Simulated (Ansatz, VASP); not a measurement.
# Al7GaN8 in VASP and in Ansatz

```
Ga Al N
1.0
     0.00000    0.00000   -4.99763
     3.12339    5.40987    0.00000
     3.12339   -5.40987    0.00000
Ga Al N
1 7 8
Direct
  0.00000 0.16667 0.33333
  0.00000 0.16667 0.83333
  0.00000 0.66667 0.33333
  0.00000 0.66667 0.83333
  0.50000 0.33333 0.66667
  0.50000 0.33333 0.16667
  0.50000 0.83333 0.66667
  0.50000 0.83333 0.16667
  0.62000 0.16667 0.33333
  0.62000 0.16667 0.83333
  0.62000 0.66667 0.33333
  0.62000 0.66667 0.83333
  0.12000 0.33333 0.66667
  0.12000 0.33333 0.16667
  0.12000 0.83333 0.66667
  0.12000 0.83333 0.16667
```

The cell was built by a generator and needn't be a form met in nature.

Alike in both runs: task single point; functional PBEsol; k mesh 4 × 3 × 3; occupations gaussian, width 0.1 eV; no spin polarisation.

```csv
,VASP,Ansatz
version,VASP 6.6.1,Ansatz 0.2.0
potentials or method,"VASP PAW PBE potentials, release 64 (Ga_d, Al, N)","scalar-relativistic, plane waves, PAW"
plane-wave cutoff (eV),520,420
valence electrons in the cell,74,74
```

VASP gave:

- gap on the k mesh at the Fermi level (eV): 3.82
- least direct gap on the mesh (eV): 3.82
- pressure (GPa): 0.5
- largest component of the traceless stress (GPa): 1.46
- rms of the force components (eV/Å): 0.291

Question: Which values does Ansatz return?

Answer: gap on the k mesh at the Fermi level (eV): 3.80; least direct gap on the mesh (eV): 3.80; pressure (GPa): 0.6; largest component of the traceless stress (GPa): 1.41; rms of the force components (eV/Å): 0.295.

Atom by atom the forces differ by 0.004 eV/Å (rms over components). The functional is the same, so the differences come from potentials, cutoffs and numerics.

Caveats: the PAW data sets were made with another functional, which shifts forces and pressure a little (VASP). PBEsol gaps usually lie below the measured ones, often by a third to a half.
